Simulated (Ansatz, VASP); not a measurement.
## One calculation of Se, two programs

```
Se
1.0
     2.52021   -4.63768    0.00000
     2.52021    4.63768    0.00000
     0.00000    0.00000    4.01980
Se
4
Direct
  0.61239 0.38761 0.34487
  0.11239 0.88761 0.15513
  0.38761 0.61239 0.65513
  0.88761 0.11239 0.84487
```

Alike in both runs: functional PBEsol; k mesh 12 × 12 × 12; occupations gaussian, width 0.1 eV; no spin polarisation.

Ansatz relaxed the structure, and its values are those at the end. VASP's run is a single point on that final structure, the one shown.

```csv
,VASP,Ansatz
version,VASP 6.6.1,Ansatz 0.2.0
potentials or method,"VASP PAW PBE potentials, release 64 (Se)","scalar-relativistic, plane waves, PAW"
plane-wave cutoff (eV),520,420
valence electrons in the cell,24,64
```

|  | VASP | Ansatz | Ansatz less VASP |
| --- | --- | --- | --- |
| gap on the k mesh at the Fermi level (eV) | none | none | - |
| pressure (GPa) | 0.2 | 0.0 | -0.14 |
| rms of the force components (eV/Å) | 0.014 | 0.000 | -0.0141 |

A gap of «none» marks a metal or a gap that the smearing closes. The two sets of potentials don't hold the same shells in valence.

Caveats: the PAW data sets were made with another functional, which shifts forces and pressure a little (VASP).
